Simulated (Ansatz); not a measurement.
# CoSi2: equation of state with PBE

CoSi2:

```
Co Si
1.0
     0.00000    2.67800    2.67800
     2.67800    0.00000    2.67800
     2.67800    2.67800    0.00000
Co Si
1 2
Direct
  0.00000 0.00000 0.00000
  0.75000 0.75000 0.75000
  0.25000 0.25000 0.25000
```

```json
{
 "Program": "Ansatz 0.2.0",
 "Task": "equation of state",
 "Functional": "PBE",
 "Potentials or basis": "Ansatz PAW",
 "Cutoff": "420 eV",
 "Density cutoff": "1680 eV",
 "k mesh": "9 × 9 × 9",
 "Occupations": "fermi-dirac, width 0.05 eV",
 "Spin": "collinear spin, ferromagnetic start",
 "Starting moments": "[2.0, 0.0, 0.0] μB"
}
```

| Property | Result |
| --- | --- |
| Equilibrium volume | 12.84 Å³/atom |
| Bulk modulus | 178 GPa |
| Pressure derivative of the bulk modulus | 4.6 |

Energy against volume, from the lowest point:
```csv
volume (Å³/atom),energy (meV/atom)
12.036,31.36
12.292,13.94
12.548,3.75
12.804,0.00
13.060,2.04
13.316,9.25
13.572,21.08
```

All runs of the series together: 18 s on 2 threads of Intel(R) Xeon(R) Platinum 8259CL CPU @ 2.50GHz (Skylake/Cascade Lake) (shared host).
